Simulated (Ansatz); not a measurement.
# WSe2: the cost of one run

Method: DFT PBEsol, scalar-relativistic, plane waves, PAW, in Ansatz 0.2.0.

3 further runs of the same task are left out: 3 set aside as unsound or not needed.

### Step 1. Starting point

It takes space group P-6m2 (No. 187, hexagonal). The conventional cell has a = 3.270 Å, b = 3.270 Å, c = 16.661 Å, α = 90.00°, β = 90.00°, γ = 120.00°. W (site symmetry -6m2) has 6 Se at 2.52 Å in its first shell of neighbours. Around Se (site symmetry 3m) lie 3 W at 2.52 Å.

As a file:

```
W Se
1.0
     3.27025    0.00000    0.00000
    -1.63513    2.83212    0.00000
     0.00000    0.00000   33.32243
W Se
2 4
Direct
  0.00000 0.00000 0.50000
  0.00000 0.00000 0.00000
  0.33333 0.66667 0.05020
  0.33333 0.66667 0.55020
  0.33333 0.66667 0.44980
  0.33333 0.66667 0.94980
```

It goes back to an entry of the Materials Project, which need not be the stable form.

It is built from the cell relaxed beforehand with the same method (51.44 Å³/atom).

### Step 2. The undisturbed cell

File input.yaml:

```yaml
crystal:
  lattice:
    - [3.2702526786, 0.0, 0.0]
    - [-1.6351263393, 2.8321218964, 0.0]
    - [0.0, 0.0, 33.3224339401]
  atoms:
    - { symbol: W, position: [0.0, 0.0, 0.5] }
    - { symbol: W, position: [0.0, 0.0, 0.0] }
    - { symbol: Se, position: [0.3333333333, 0.6666666667, 0.0501996361] }
    - { symbol: Se, position: [0.3333333333, 0.6666666667, 0.5501996361] }
    - { symbol: Se, position: [0.3333333333, 0.6666666667, 0.4498003639] }
    - { symbol: Se, position: [0.3333333333, 0.6666666667, 0.9498003639] }
basis:
  ecutwfc: 420
kpoints:
  mp_grid: { grid: [12, 12, 1] }
hamiltonian:
  xc: pbesol
scf:
  occupations: { method: gaussian, width: 0.05 }
output:
  forces: true
  stress: true
  eigenvalues: true
  write_density: true
  write_potential: true
  elf: true
  volumetric_format: npy
```

Started as:

```console
$ ansatz run input.yaml --threads 2 --pin off --max-ram 5120MiB --backend cpu --events-out ev --progress --plain --runs-dir out
```

What time and memory should one allow on 2 threads of Intel Xeon Platinum 8488C (Sapphire Rapids), shared host?

About 11 s, with a peak of 0.72 GiB.
